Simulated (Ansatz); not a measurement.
Input and command of a plane-wave DFT calculation in Ansatz:

```yaml
crystal:
  lattice:
    - [0.0, 2.8444892003, 2.8444892003]
    - [2.8444892003, 0.0, 2.8444892003]
    - [2.8444892003, 2.8444892003, 0.0]
  atoms:
    - { symbol: Zn, position: [0.0, 0.0, 0.0] }
    - { symbol: Se, position: [0.25, 0.25, 0.25] }
basis:
  ecutwfc: 420
kpoints:
  mp_grid: { grid: [8, 8, 8] }
hamiltonian:
  xc: pbesol
scf:
  occupations: { method: gaussian, width: 0.02 }
output:
  forces: true
  stress: true
  eigenvalues: true
```

```bash
ansatz run input.yaml --threads 1 --pin off --max-ram 2560MiB --backend cpu --events-out ev --progress --plain --runs-dir out
```

Processor: Arm Neoverse V2, 1 thread, on a host shared with other jobs.

Question: How long does it run, and how much memory does it take?

Answer: About 2.4 s on 1 thread of Arm Neoverse V2, on a shared host, peak memory 0.31 GiB. It solves 18 bands at 29 k points (the mesh reduced by the symmetry that the task leaves, which can be less than the crystal's) with about 893 plane waves, in 6 SCF iterations.
